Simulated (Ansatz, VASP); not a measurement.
## Hf in VASP and in Ansatz

```xyz
1
Lattice="-1.7803 1.7803 1.7803 1.7803 -1.7803 1.7803 1.7803 1.7803 -1.7803" Properties=species:S:1:pos:R:3 pbc="T T T"
Hf    0.0000    0.0000    0.0000
```

This isn't the form of Hf at room conditions, which is hcp.

Alike in both runs: task single point; functional PBEsol; k mesh 8 × 8 × 8; occupations gaussian, width 0.05 eV; no spin polarisation.

|  | VASP | Ansatz |
| --- | --- | --- |
| version | VASP 6.6.1 | Ansatz 0.2.0 |
| potentials or method | VASP PAW PBE potentials, release 64 (Hf_pv) | plane waves, PAW |
| plane-wave cutoff (eV) | 520 | 420 |
| valence electrons in the cell | 10 | 26 |

VASP gave:

```
pressure (GPa) : -6.2
```

Question: What did Ansatz give for the same quantities?

Answer: Pressure (GPa): -5.9.

The functional is the same, so the differences come from potentials, cutoffs and numerics. The two sets of potentials don't hold the same shells in valence.

Caveats: the PAW data sets were made with another functional, which shifts forces and pressure a little (VASP). The runs have no spin-orbit coupling, so splittings on Hf are missing.
